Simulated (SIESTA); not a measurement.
The system is BP.

```
P B
1.0
     0.00000    2.26900    2.26900
     2.26900    0.00000    2.26900
     2.26900    2.26900    0.00000
P B
1 1
Direct
  0.75000 0.75000 0.75000
  0.00000 0.00000 0.00000
```

Base run:

```yaml
Program: SIESTA 5.4.2
Functional: PBE
Potentials_or_basis: PseudoDojo 0.4 standard (PBE files)
Basis: TZP (energy shift 0.01 Ry)
Grid_cutoff: 500 Ry
Energy_shift: 0.01 Ry
k_mesh: 10 × 10 × 10
Occupations: fermi-dirac, width 0.05 eV
Spin: no spin polarisation
```

Its results: band gap on the k mesh 1.23 eV, indirect (least direct gap 3.37 eV); pressure 3.5 GPa.

The run is repeated on the same cell with these changes: basis from TZP (energy shift 0.01 Ry) to DZ (energy shift 0.01 Ry). What comes out?

Band gap on the k mesh 2.49 eV, indirect (least direct gap 4.03 eV); pressure 9.0 GPa.

Caveats: the basis of atomic orbitals isn't converged, which shifts pressures, moduli and gaps; the basis has no polarisation orbitals (some runs).
